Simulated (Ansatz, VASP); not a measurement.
**Two plane-wave programs on Sn**

File INCAR:

```
ALGO = Normal
EDIFF = 1E-6
ENCUT = 520
GGA = PE
ISIF = 2
ISMEAR = 0
LASPH = T
LCHARG = F
LREAL = F
LWAVE = F
NBANDS = 96
NELM = 100
PREC = Accurate
SIGMA = 0.1
```

KPOINTS

```
k-points
0
Gamma
  3 3 3
```

POSCAR

```
Sn
1.0
    4.2476406151      2.4523764526      7.2439354881
   -4.2476406151      2.4523764526      7.2439354881
    0.0000000000     -4.9047529050      7.2439354881
Sn
12
Direct
    0.0101900000      0.6536100000      0.0101900000
    0.0101900000      0.0101900000      0.6536100000
    0.6536100000      0.0101900000      0.0101900000
    0.9898100000      0.3463900000      0.9898100000
    0.3463900000      0.9898100000      0.9898100000
    0.9898100000      0.9898100000      0.3463900000
    0.2211800000      0.6306000000      0.2211800000
    0.2211800000      0.2211800000      0.6306000000
    0.6306000000      0.2211800000      0.2211800000
    0.7788200000      0.3694000000      0.7788200000
    0.3694000000      0.7788200000      0.7788200000
    0.7788200000      0.7788200000      0.3694000000
```

Input for Ansatz:

```yaml
crystal:
  lattice:
    - [4.2476406151, 2.4523764526, 7.2439354881]
    - [-4.2476406151, 2.4523764526, 7.2439354881]
    - [0.0, -4.904752905, 7.2439354881]
  atoms:
    - { symbol: Sn, position: [0.01019, 0.65361, 0.01019] }
    - { symbol: Sn, position: [0.01019, 0.01019, 0.65361] }
    - { symbol: Sn, position: [0.65361, 0.01019, 0.01019] }
    - { symbol: Sn, position: [0.98981, 0.34639, 0.98981] }
    - { symbol: Sn, position: [0.34639, 0.98981, 0.98981] }
    - { symbol: Sn, position: [0.98981, 0.98981, 0.34639] }
    - { symbol: Sn, position: [0.22118, 0.6306, 0.22118] }
    - { symbol: Sn, position: [0.22118, 0.22118, 0.6306] }
    - { symbol: Sn, position: [0.6306, 0.22118, 0.22118] }
    - { symbol: Sn, position: [0.77882, 0.3694, 0.77882] }
    - { symbol: Sn, position: [0.3694, 0.77882, 0.77882] }
    - { symbol: Sn, position: [0.77882, 0.77882, 0.3694] }
basis:
  ecutwfc: 420
kpoints:
  mp_grid: { grid: [3, 3, 3] }
hamiltonian:
  xc: pbe
scf:
  occupations: { method: gaussian, width: 0.1 }
  lower_state_search: "off"
output:
  forces: true
  stress: true
  eigenvalues: true
```

Alike in both runs: task single point; functional PBE; k mesh 3 × 3 × 3; occupations gaussian, width 0.1 eV; no spin polarisation.

|  | VASP | Ansatz |
| --- | --- | --- |
| version | VASP 6.6.1 | Ansatz 0.2.0 |
| potentials or method | VASP PAW PBE potentials, release 64 (Sn_d) | scalar-relativistic, plane waves, PAW |
| plane-wave cutoff (eV) | 520 | 420 |
| valence electrons in the cell | 168 | 168 |

Ansatz gave:

| Item | Value |
| --- | --- |
| gap on the k mesh at the Fermi level (eV) | none |
| pressure (GPa) | 2.5 |
| largest component of the traceless stress (GPa) | 1.41 |
| rms of the force components (eV/Å) | 0.325 |

Question: Which values does VASP return?

Answer: gap on the k mesh at the Fermi level (eV): none; pressure (GPa): 2.5; largest component of the traceless stress (GPa): 1.40; rms of the force components (eV/Å): 0.328.

Atom by atom the forces differ by 0.004 eV/Å (rms over components). A gap of «none» marks a metal or a gap that the smearing closes.
